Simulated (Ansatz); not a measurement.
# CuI: the cost of one run

Program: Ansatz 0.2.0. Level of theory: DFT PBEsol, scalar-relativistic, plane waves, PAW. These are calculated values, not measurements.

3 further runs of the same task are left out: 3 set aside as unsound or not needed.

**1. The structure to begin with**

The structure is tetragonal, space group P4/nmm (No. 129). Conventional cell: a = 4.002 Å, b = 4.002 Å, c = 6.481 Å, α = 90.00°, β = 90.00°, γ = 90.00°. Around Cu (site symmetry -4m2) lie 4 I at 2.62 Å and 4 Cu at 2.83 Å. I (site symmetry 4mm) is surrounded by 4 Cu at 2.62 Å.

Structure file:

```
CELL_PARAMETERS angstrom
4.00198 0.00000 0.00000
0.00000 4.00198 0.00000
0.00000 0.00000 6.48052
ATOMIC_POSITIONS crystal
Cu 0.50000 0.50000 0.00000
Cu 0.00000 0.00000 0.00000
I 0.50000 0.00000 0.26152
I 0.00000 0.50000 0.73848
```

It goes back to an entry of the Materials Project, which need not be the stable form.

It is the result of an earlier relaxation at this level (volume 25.95 Å³/atom; gap on the mesh: 1.52 eV).

The unstrained cell comes from an earlier run at this level (4 atoms, E(σ→0) -28042.5887 eV, gap 1.52 eV over the zone).

**2. At -2.0 %**

input.yaml

```yaml
crystal:
  lattice:
    - [3.9219421329, 0.0, 0.0]
    - [0.0, 3.9219421329, 0.0]
    - [0.0, 0.0, 6.3509106976]
  atoms:
    - { symbol: Cu, position: [0.5, 0.5, 0.0] }
    - { symbol: Cu, position: [0.0, 0.0, 0.0] }
    - { symbol: I, position: [0.5, 0.0, 0.2615207977] }
    - { symbol: I, position: [0.0, 0.5, 0.7384792023] }
basis:
  ecutwfc: 420
kpoints:
  mp_grid: { grid: [8, 8, 4] }
hamiltonian:
  xc: pbesol
scf:
  occupations: { method: gaussian, width: 0.02 }
output:
  forces: true
  stress: true
  eigenvalues: true
relax:
  adjacent_minimum: "off"
  f_tol: 0.008
  max_steps: 40
```

The run is started by

```sh
> ansatz run input.yaml --threads 1 --pin off --max-ram 2560MiB --backend cpu --events-out ev --progress --plain --runs-dir out
```

Q: Estimate wall time and peak memory on 1 thread of Arm Neoverse V2, shared host.

About 37 s, with a peak of 0.44 GiB.
